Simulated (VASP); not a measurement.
# KF (Fm-3m) in VASP: a series of runs, part 2 of 2

VASP 6.6.1.

### 5 Single point, LDA

INCAR

```
  PREC = Accurate
  ENCUT = 520
  EDIFF = 1E-7
  ISMEAR = 0
  SIGMA = 0.1
  LREAL = False
  LASPH = True
  NELM = 80
  ALGO = Fast
  ISIF = 2
  LWAVE = False
  LCHARG = False
  NBANDS = 15
```

KPOINTS

```
Automatic mesh
0
Gamma
  6 6 6
```

POSCAR

```
KF
1.0
    0.0000000000      2.6735000000      2.6735000000
    2.6735000000      0.0000000000      2.6735000000
    2.6735000000      2.6735000000      0.0000000000
K F
1 1
Direct
    0.0000000000      0.0000000000      0.0000000000
    0.5000000000      0.5000000000      0.5000000000
```

Potentials or basis: VASP PAW LDA potentials, release 64 (K_sv, F).

Started as:

```bash
> cat potpaw_LDA.64/K_sv/POTCAR potpaw_LDA.64/F/POTCAR > POTCAR
> mpirun -np 1 vasp_std > vasp.out
```

OUTCAR:

```text
PREC = Accurate
   ENCUT = 520
   EDIFF = 1E-7
   ISMEAR = 0
   LREAL = False
   LASPH = True
   NELM = 80
   ISIF = 2

 ion  position               nearest neighbor table
   1  0.000  0.000  0.000-   2 2.67   2 2.67   2 2.67   2 2.67   2 2.67   2 2.67
   2  0.500  0.500  0.500-   1 2.67   1 2.67   1 2.67   1 2.67   1 2.67   1 2.67

  LATTYP: Found a face centered cubic cell.
 ALAT       =     5.3470000000

  Lattice vectors:

 A1 = (   0.0000000000,   2.6735000000,   2.6735000000)
 A2 = (   2.6735000000,   0.0000000000,   2.6735000000)
 A3 = (   2.6735000000,   2.6735000000,   0.0000000000)

Analysis of symmetry for initial positions (statically):
=====================================================================
 Subroutine PRICEL returns:
 Original cell was already a primitive cell.

 Routine SETGRP: Setting up the symmetry group for a
 face centered cubic supercell.

 Subroutine GETGRP returns: Found 48 space group operations
 (whereof 48 operations were pure point group operations)
 out of a pool of 48 trial point group operations.

The static configuration has the point symmetry O_h .

Analysis of symmetry for dynamics (positions and initial velocities):
[... 166 lines left out ...]
      6      -3.2367      2.00000
      7      -3.2367      2.00000
      8      -3.2367      2.00000
      9       2.5456      0.00000
     10       7.2724      0.00000
     11       7.2724      0.00000
     12       7.2724      0.00000
     13       9.0027      0.00000
     14       9.0027      0.00000
[... 257 lines left out ...]
      2     -21.4912      2.00000
      3     -12.8600      2.00000
      4     -12.6714      2.00000
      5     -12.4737      2.00000
      6      -3.5707      2.00000
      7      -3.4347      2.00000
      8      -3.3583      2.00000
      9       5.4112      0.00000
     10       7.0650      0.00000
     11       7.5326      0.00000
     12      10.1767      0.00000
     13      11.0361      0.00000
     14      11.5599      0.00000
     15      11.9527      0.00000

------------------------ aborting loop because EDIFF is reached ----------------------------------------

  FORCE on cell =-STRESS in cart. coord.  units (eV):
  Direction    XX          YY          ZZ          XY          YZ          ZX
  --------------------------------------------------------------------------------------
  -------------------------------------------------------------------------------------
  Total       -0.8246157     -0.8246157     -0.8246157     -0.0000000      0.0000000      0.0000000
  in kB      -34.5693808    -34.5693808    -34.5693808     -0.0000000      0.0000000      0.0000000
  external PRESSURE =     -34.5693808 kB  Pullay stress =       0.0000000 kB

 VOLUME and BASIS-vectors are now :
 -----------------------------------------------------------------------------
  energy-cutoff  :      520.00
  volume of cell :       38.22
      direct lattice vectors                 reciprocal lattice vectors
     0.000000000  2.673500000  2.673500000    -0.187020759  0.187020759  0.187020759
     2.673500000  0.000000000  2.673500000     0.187020759 -0.187020759  0.187020759
     2.673500000  2.673500000  0.000000000     0.187020759  0.187020759 -0.187020759

 POSITION                                       TOTAL-FORCE (eV/Angst)
 -----------------------------------------------------------------------------------
      0.00000      0.00000      0.00000        -0.000000      0.000000      0.000000
      2.67350      2.67350      2.67350         0.000000     -0.000000     -0.000000
 -----------------------------------------------------------------------------------
    total drift:                                0.000000      0.000000      0.000000

  FREE ENERGIE OF THE ION-ELECTRON SYSTEM (eV)
  ---------------------------------------------------
  free  energy   TOTEN  =        -9.0327745179 eV

  energy  without entropy=       -9.0327745179  energy(sigma->0) =       -9.03277452
```

OSZICAR:

```text
N       E                     dE             d eps       ncg     rms          rms(c)
DAV:   1     0.111745254890E+03    0.11175E+03   -0.80971E+03   488   0.104E+03
DAV:   2    -0.560587561136E+01   -0.11735E+03   -0.10730E+03   607   0.292E+02
DAV:   3    -0.101140445030E+02   -0.45082E+01   -0.44887E+01   641   0.502E+01
DAV:   4    -0.102370484255E+02   -0.12300E+00   -0.12297E+00   626   0.831E+00
DAV:   5    -0.102386379342E+02   -0.15895E-02   -0.15895E-02   651   0.843E-01    0.607E+00
RMM:   6    -0.910570356441E+01    0.11329E+01   -0.29093E+00   514   0.935E+00    0.406E+00
RMM:   7    -0.905874837526E+01    0.46955E-01   -0.11934E-01   605   0.220E+00    0.220E+00
RMM:   8    -0.903349819456E+01    0.25250E-01   -0.71077E-02   597   0.222E+00    0.591E-01
RMM:   9    -0.903286825817E+01    0.62994E-03   -0.41102E-03   655   0.591E-01    0.229E-01
RMM:  10    -0.903358669451E+01   -0.71844E-03   -0.10484E-02   621   0.598E-01    0.252E-01
RMM:  11    -0.903273011110E+01    0.85658E-03   -0.20978E-03   627   0.275E-01    0.431E-02
RMM:  12    -0.903277539130E+01   -0.45280E-04   -0.48765E-04   662   0.147E-01    0.326E-02
RMM:  13    -0.903276824994E+01    0.71414E-05   -0.89853E-05   717   0.598E-02    0.628E-03
RMM:  14    -0.903277216204E+01   -0.39121E-05   -0.32349E-05   732   0.249E-02    0.698E-03
RMM:  15    -0.903277358779E+01   -0.14258E-05   -0.11035E-05   688   0.144E-02    0.648E-04
RMM:  16    -0.903277418743E+01   -0.59964E-06   -0.41929E-06   628   0.832E-03    0.983E-04
RMM:  17    -0.903277442186E+01   -0.23443E-06   -0.16157E-06   534   0.502E-03    0.373E-04
RMM:  18    -0.903277451793E+01   -0.96062E-07   -0.65885E-07   464   0.317E-03
   1 F= -.90327745E+01 E0= -.90327745E+01  d E =-.925784E-15
```

Run time: 6.9 s. Hardware: 1 thread of Intel Xeon 6975P-C (Granite Rapids), shared host; peak memory 0.13 GiB.

Results:

```yaml
Free_energy: -9.0328 eV
Pressure: -3.5 GPa
Band_gap_on_the_k_mesh: 5.78 eV, direct
```

Levels at points of the mesh, in eV from the valence-band top:
| k point | band 6 | band 7 | band 8 | band 9 | band 10 | band 11 |
| --- | --- | --- | --- | --- | --- | --- |
| (0.00, 0.00, 0.00) | 0.00 | 0.00 | 0.00 | 5.78 | 10.51 | 10.51 |
| (0.50, 0.00, 0.00) | -0.84 | -0.36 | -0.36 | 8.77 | 10.20 | 11.96 |
| (0.50, 0.50, 0.00) | -0.21 | -0.06 | -0.06 | 7.90 | 10.10 | 11.38 |

### 6 Summary

```csv
task,cell,k mesh,cutoff (eV),smearing,gap on the mesh (eV),pressure (GPa),relaxed volume (Å³/atom)
relaxation of cell and atoms,relaxed,8 × 8 × 8,600,gaussian 0.02 eV,6.34,0.0,17.24
single point,cell and atoms relaxed tightly for response,8 × 8 × 8,520,gaussian 0.01 eV,6.35,0.2,-
relaxation of cell and atoms,relaxed from: cell and atoms relaxed tightly for response,8 × 8 × 8,600,gaussian 0.01 eV,6.33,0.0,17.27
single point,as given,6 × 6 × 6,520,gaussian 0.1 eV,5.78,-3.5,-
```

Alike in all rows: level LDA; potentials or basis VASP PAW LDA potentials, release 64 (K_sv, F); no spin polarisation.

Total energies depend on the potentials used, so only differences within one code and one set of settings carry meaning.
